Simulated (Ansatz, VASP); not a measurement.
## WSe2 in VASP and in Ansatz

```
CELL_PARAMETERS angstrom
3.18290 0.00000 0.00000
-1.59145 2.75647 0.00000
0.00000 0.00000 16.66114
ATOMIC_POSITIONS crystal
W 0.00000 0.00000 0.99691
Se 0.33333 0.66667 0.10400
Se 0.33333 0.66667 0.90320
```

Change from the starting cell: mode 9 frozen in at -0.060 Å, equal normal strain along x and y -0.0267.

Alike in both runs: task single point; functional PBEsol; k mesh 9 × 9 × 2; occupations gaussian, width 0.05 eV; no spin polarisation.

|  | VASP | Ansatz |
| --- | --- | --- |
| version | VASP 6.6.1 | Ansatz 0.2.0 |
| potentials or method | VASP PAW PBE potentials, release 64 (W_sv, Se) | scalar-relativistic, plane waves, PAW |
| plane-wave cutoff (eV) | 520 | 420 |
| valence electrons in the cell | 26 | 46 |

```tsv
	VASP	Ansatz	Ansatz less VASP
gap on the k mesh at the Fermi level (eV)	1.69	1.69	-0.001
least direct gap on the mesh (eV)	2.02	2.02	+0.005
rms of the force components (eV/Å)	1.612	1.590	-0.0222
```

Atom by atom the forces differ by 0.038 eV/Å (rms over components). The two sets of potentials don't hold the same shells in valence. Ansatz warned: «pseudo_functional_mismatch».

Caveats: the PAW data sets were made with another functional, which shifts forces and pressure a little (VASP); spin-orbit coupling is left out, which moves the levels of the heavy elements.
